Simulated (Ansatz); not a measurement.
Geometry optimisation in Ansatz: input, command and trajectory.

```yaml
crystal:
  lattice:
    - [3.4648813797, 0.0, 0.0]
    - [-1.7324406898, 3.0006752959, 0.0]
    - [0.0, 0.0, 5.234337701]
  atoms:
    - { symbol: Zr, position: [0.0, 0.0, 0.0] }
    - { symbol: S, position: [0.6666666667, 0.3333333333, 0.7286820108] }
    - { symbol: S, position: [0.3333333333, 0.6666666667, 0.2713179892] }
basis:
  ecutwfc: 500
kpoints:
  mp_grid: { grid: [12, 12, 8] }
hamiltonian:
  xc: r2scan
scf:
  occupations: { method: gaussian, width: 0.02 }
output:
  forces: true
  stress: true
  eigenvalues: true
  write_density: true
  write_potential: true
  elf: true
  volumetric_format: npy
relax:
  adjacent_minimum: "off"
  f_tol: 0.008
  max_steps: 50
  cell: { stress_tol: 0.08, p_target: 20.0 }
```

```bash
ansatz run input.yaml --threads 1 --pin off --max-ram 2560MiB --backend cpu --events-out ev --progress --plain --runs-dir out
```

Level of theory: DFT r2SCAN, scalar-relativistic, plane waves, PAW (Ansatz 0.2.0).

Of 6 frames 5 are shown, positions in Å and forces in eV/Å; the SCF threshold varies from step to step. Steps run on the plane waves of an earlier cell, with a Pulay correction in the pressure. The basis is chosen afresh for the last frame, the zero of the energies, and at times for earlier ones too; energy and pressure step there, also at an unchanged geometry. The relaxation lowers the enthalpy F + PV at the target pressure, so the free energy itself can rise. The mark taken_back stands on steps that the optimiser undid.

```xyz
3
Lattice="3.4649 0.0000 0.0000 -1.7324 3.0007 0.0000 0.0000 0.0000 5.2343" Properties=species:S:1:pos:R:3:forces:R:3 pbc="T T T" step=1 free_energy_over_end_meV_per_atom=-5.90 pressure_GPa=23.23
Zr    0.0000    0.0000    0.0000    0.0000    0.0000    0.0000
S     1.7324    1.0002    3.8142    0.0000    0.0000   -1.0897
S     0.0000    2.0004    1.4202    0.0000    0.0000    1.0897
3
Lattice="3.4198 0.0000 0.0000 -1.7099 2.9616 0.0000 0.0000 0.0000 4.9800" Properties=species:S:1:pos:R:3:forces:R:3 pbc="T T T" step=2 free_energy_over_end_meV_per_atom=219.08 pressure_GPa=23.76 taken_back
Zr    0.0000    0.0000    0.0000    0.0000    0.0000    0.0000
S     1.7099    0.9872    3.4455    0.0000    0.0000    1.7000
S     0.0000    1.9744    1.5345    0.0000    0.0000   -1.7000
3
Lattice="3.4592 0.0000 0.0000 -1.7296 2.9957 0.0000 0.0000 0.0000 5.2188" Properties=species:S:1:pos:R:3:forces:R:3 pbc="T T T" step=3 free_energy_over_end_meV_per_atom=-13.89 pressure_GPa=19.29
Zr    0.0000    0.0000    0.0000    0.0000    0.0000    0.0000
S     1.7296    0.9986    3.7405    0.0000    0.0000   -0.0145
S     0.0000    1.9972    1.4782    0.0000    0.0000    0.0145
3
Lattice="3.4602 0.0000 0.0000 -1.7301 2.9966 0.0000 0.0000 0.0000 5.1885" Properties=species:S:1:pos:R:3:forces:R:3 pbc="T T T" step=4 free_energy_over_end_meV_per_atom=-2.58 pressure_GPa=19.89
Zr    0.0000    0.0000    0.0000    0.0000    0.0000    0.0000
S     1.7301    0.9989    3.7138    0.0000    0.0000    0.0051
S     0.0000    1.9977    1.4747    0.0000    0.0000   -0.0051
3
Lattice="3.4569 0.0000 0.0000 -1.7285 2.9938 0.0000 0.0000 0.0000 5.1924" Properties=species:S:1:pos:R:3:forces:R:3 pbc="T T T" step=6 free_energy_over_end_meV_per_atom=0.00 pressure_GPa=20.04
Zr    0.0000    0.0000    0.0000    0.0000    0.0000    0.0000
S     1.7285    0.9979    3.7161    0.0000    0.0000    0.0017
S     0.0000    1.9959    1.4763    0.0000    0.0000   -0.0017
```

Time: 70 s on 1 thread of Intel(R) Xeon(R) Platinum 8488C (Sapphire Rapids) (shared host), peak memory 0.6 GiB.

The cell holds layers, and r2SCAN describes their binding at middle range but leaves out its long-range dispersion part. The smearing is narrow for a metal on this mesh.